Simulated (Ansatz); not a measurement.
Contact densities of CdSe against volume

```xyz
2
Lattice="0.0000 3.0703 3.0703 3.0703 0.0000 3.0703 3.0703 3.0703 0.0000" Properties=species:S:1:pos:R:3 pbc="T T T"
Cd    0.0000    0.0000    0.0000
Se    1.5351    1.5351    1.5351
```

Atoms are numbered in the order listed.

Structure from Materials Project entry mp-2691 (possibly hypothetical), not relaxed further.

Theory: Ansatz 0.2.0, DFT, PBE, all-electron PAW with datasets made for the crystal, scalar-relativistic.

Sampling and basis: a Γ-centred 8×8×8 k mesh, Fermi–Dirac smearing of 0.03 eV, cutoff 240 eV (chosen by the program for this cell), no spin polarisation.

The contact density is the mean electron density over the nuclear volume; its changes follow the s electrons' response to bonding and compression. Changes below are taken from the unscaled cell, where it is 1.03589e+06 e/Å³ at Cd1, 262948 e/Å³ at Se2.

| V/V(cell) | P (GPa) | Δρ(0) Cd1 (e/Å³) | Δρ(0) Se2 (e/Å³) |
| --- | --- | --- | --- |
| 0.9400 | 4.9 | 2.29 | -1.62 |
| 0.9405 | 4.9 | 2.26 | -1.61 |
| 0.9600 | 3.6 | 1.45 | -1.07 |
| 0.9800 | 2.4 | 0.68 | -0.53 |
| 0.9900 | 1.8 | 0.33 | ? |
| 1.0000 | 1.3 | 0.00 | 0.00 |
| 1.0100 | 0.8 | -0.31 | 0.26 |
| 1.0200 | 0.3 | -0.61 | 0.52 |
| 1.0400 | -0.5 | ? | 1.03 |
| 1.0600 | -1.3 | ? | 1.53 |

Question: Give the missing entry: row "1.0600", column "Δρ(0) Cd1 (e/Å³)".

Answer: -1.60.

Question: What belongs in the row "0.9900", column "Δρ(0) Se2 (e/Å³)"?

Answer: -0.26.

Question: What belongs in the row "1.0400", column "Δρ(0) Cd1 (e/Å³)"?

Answer: -1.14.

The datasets are made afresh for each cell, so very small changes are uncertain.
